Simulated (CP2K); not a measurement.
Crystal: ZrH2.

```
CELL_PARAMETERS angstrom
3.40716 0.00000 0.00000
1.70358 2.95069 0.00000
1.70358 0.98356 2.78193
ATOMIC_POSITIONS crystal
Zr 0.00000 0.00000 0.00000
H 0.25000 0.25000 0.25000
H 0.75000 0.75000 0.75000
```

The cell is a database's computed one.

Base run:

| Item | Value |
| --- | --- |
| Program | CP2K 2026.2 |
| Functional | SCAN |
| Potentials or basis | POTENTIAL_UZH Zr GTH-SCAN-q12, H GTH-SCAN-q1; TZVP-MOLOPT-SCAN-GTH basis |
| Density cutoff | 10885 eV |
| k mesh | 10 × 10 × 10 |
| Occupations | fermi-dirac, width 0.01 eV |
| Spin | no spin polarisation |

Its results: band gap on the k mesh none (metal or under the smearing width); pressure -1.4 GPa.

Q: The run is repeated on the same cell with these changes: functional from SCAN to TASK; ngrids from 5 to 4. What comes out?

A: Band gap on the k mesh none (metal or under the smearing width); pressure 4.0 GPa.

Caveats: the basis of atomic orbitals isn't converged, which shifts pressures, moduli and gaps; the potentials were made for another functional, which shifts forces and pressure (some runs).
